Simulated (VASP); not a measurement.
Runs of VASP 6.6.1 on PbSe (Clausthalite). It takes space group Fm-3m (No. 225, cubic). Conventional cell: a = 6.121 Å, b = 6.121 Å, c = 6.121 Å, α = 90.00°, β = 90.00°, γ = 90.00°. Pb (site symmetry m-3m) has 6 Se at 3.06 Å as nearest neighbours. Se (site symmetry m-3m) has 6 Pb at 3.06 Å as nearest neighbours. 

```tsv
task	level	spin	cell	k mesh	cutoff (eV)	smearing	grid for exact exchange (PRECFOCK)	exchange at q = 0	mesh quality	gap on the mesh (eV)	pressure (GPa)	relaxed volume (Å³/atom)
relaxation of cell and atoms	PBEsol+D4	off	relaxed	8 × 8 × 8	600	fermi-dirac 0.05 eV	-	-	not flagged	0.09	0.0	27.75
relaxation of cell and atoms	PBEsol+D3(BJ)	off	relaxed	8 × 8 × 8	600	fermi-dirac 0.05 eV	-	-	not flagged	(a)	0.0	27.32
relaxation of cell and atoms	RPBE+D4	off	relaxed	8 × 8 × 8	600	fermi-dirac 0.05 eV	-	-	not flagged	0.39	0.0	28.83
relaxation of cell and atoms	revPBE+D3(BJ)	off	relaxed	8 × 8 × 8	600	fermi-dirac 0.05 eV	-	-	not flagged	0.34	0.0	28.54
relaxation of cell and atoms	PBEsol+D3	off	relaxed	8 × 8 × 8	600	fermi-dirac 0.05 eV	-	-	not flagged	0.11	0.0	27.88
relaxation of cell and atoms	revPBE+D4	off	relaxed	8 × 8 × 8	600	fermi-dirac 0.05 eV	-	-	not flagged	0.37	0.0	28.85
relaxation of cell and atoms	PBE+MBD	off	relaxed	8 × 8 × 8	600	fermi-dirac 0.05 eV	-	-	not flagged	0.35	0.0	29.16
relaxation of cell and atoms	PBE+D3	off	relaxed	8 × 8 × 8	600	fermi-dirac 0.05 eV	-	-	not flagged	0.37	0.0	(b)
single point	PBE0	off	as given	4 × 4 × 4	520	gaussian 0.05 eV	Fast	default	coarse	1.36	1.1	-
dielectric tensor	PBE+D3	collinear, ferromagnetic start	as given	8 × 8 × 8	520	tetrahedron	-	-	not flagged	0.29	-	-
relaxation of cell and atoms	RPBE+D3	off	relaxed	8 × 8 × 8	600	fermi-dirac 0.05 eV	-	-	not flagged	0.57	0.0	30.52
relaxation of cell and atoms	RPBE+D3(BJ)	off	relaxed	8 × 8 × 8	600	fermi-dirac 0.05 eV	-	-	not flagged	0.46	-0.1	23.74
```

Alike in all rows: potentials or basis VASP PAW PBE potentials, release 64 (Pb_d, Se).

**Question.** Estimate the missing entries.

**Answer.** (a) 0.03; (b) 29.40.

Caveats: some runs use coarse meshes; spin-orbit coupling is left out, which as a rule narrows the gap of such compounds by several tenths of an eV; the PAW data sets were made with another functional, which shifts forces and pressure a little (some runs); the gap is small at this level, which inflates the dielectric constant (some runs); the volume moved by over 15 % at a fixed basis, so the end points are rough (some runs); the volume moved by -17 % from the deposited cell, more than functionals usually miss (some runs).

A k mesh can miss the band edges, and the runs leave out spin-orbit coupling on Pb, Se.
